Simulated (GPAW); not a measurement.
Runs of GPAW 26.7.0 on TiC. It takes space group Fm-3m (No. 225, cubic). The conventional cell has a = 4.331 Å, b = 4.331 Å, c = 4.331 Å, α = 90.00°, β = 90.00°, γ = 90.00°. Around Ti (site symmetry m-3m) lie 6 C at 2.17 Å. C (site symmetry m-3m) is surrounded by 6 Ti at 2.17 Å. The cell is a database's computed one.

```csv
task,level,potentials or basis,cell,smearing,optimizer,fmax,max steps,convergence,eigensolver,gap on the mesh (eV),pressure (GPa),relaxed volume (Å³/atom)
relaxation of cell and atoms,revPBE+D4,"the program's PAW data sets (release 1.2.1) made for this functional, pw",relaxed,fermi-dirac 0.05 eV,BFGS,0.01 eV/Å,40,density=1e-05 forces=0.0001,-,none,0.1,9.94
single point,PBE,"GPAW PAW data sets (gpaw-data 1.2.1), pw",as given,gaussian 0.03 eV,-,-,-,-,-,none,(a),-
relaxation of cell and atoms,BLYP+D3(BJ),"PAW data sets generated in the run's folder for this functional, pw",relaxed,fermi-dirac 0.05 eV,FIRE,0.01 eV/Å,100,density=1e-05 forces=0.0001,davidson,none,-0.1,9.85
relaxation of cell and atoms,BLYP+D4,"PAW data sets generated in the run's folder for this functional, pw",relaxed,fermi-dirac 0.05 eV,BFGS,0.02 eV/Å,40,density=1e-05 forces=0.0001,davidson,none,0.0,10.13
relaxation of cell and atoms,revPBE+D3(BJ),"the program's PAW data sets (release 1.2.1) made for this functional, pw",relaxed to 2 GPa,improved-tetrahedron-method,LBFGS,0.02 eV/Å,60,density=1e-05 forces=0.0001,-,none,2.0,-
```

Alike in all rows: no spin polarisation; k mesh 11 × 11 × 11; cutoff (eV) 800.

Q: Estimate the missing entries.

A: (a) 0.9.

Caveats: later steps reuse the first step's grids (some runs); pairwise dispersion overbinds metals, which lowers pressure and volume (some runs).

A gap of «none» marks a metal or a gap under the smearing width.
